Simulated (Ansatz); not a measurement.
Runs of Ansatz 0.2.0 on PbF2 (Fluorocronite). Symmetry: Fm-3m, No. 225, cubic system. Conventional cell: a = 5.927 Å, b = 5.927 Å, c = 5.927 Å, α = 90.00°, β = 90.00°, γ = 90.00°. Around Pb (site symmetry m-3m) lie 8 F at 2.57 Å. Around F (site symmetry -43m) lie 4 Pb at 2.57 Å. 

```csv
task,level,cell,k mesh,points for each segment of the path,mesh quality,gap on the mesh (eV),pressure (GPa),relaxed volume (Å³/atom)
relaxation of cell and atoms,LDA,relaxed,8 × 8 × 8,-,not flagged,4.25,0.0,(b)
relaxation of cell and atoms,BLYP+D3(BJ),relaxed,8 × 8 × 8,-,not flagged,4.51,0.0,17.80
relaxation of cell and atoms,PBE+D3(BJ),relaxed,8 × 8 × 8,-,not flagged,4.42,0.0,17.66
band structure,PBEsol0,as given,4 × 4 × 4,4,coarse,6.36,-,-
band structure,HSE03,as given,4 × 4 × 4,4,coarse,(a),-,-
```

Alike in all rows: potentials or basis Ansatz PAW; no spin polarisation; cutoff (eV) 420; smearing fermi-dirac 0.05 eV.

Fill in the values left out.

(a) 5.50; (b) 16.36.

Caveats: some runs use coarse meshes; spin-orbit coupling is left out, which as a rule narrows the gap of such compounds by several tenths of an eV; the PAW data sets come from PBE, with cores solved anew for the run's functional, which leaves a small shift of forces and pressure (some runs); the plane-wave basis is chosen anew once the cell has moved, so the energies of steps on either side of that aren't comparable (some runs); the potentials were made for another functional, which shifts forces and pressure (some runs).

A k mesh can miss the band edges, and the runs leave out spin-orbit coupling on Pb.

Not every run made on this cell is shown here.
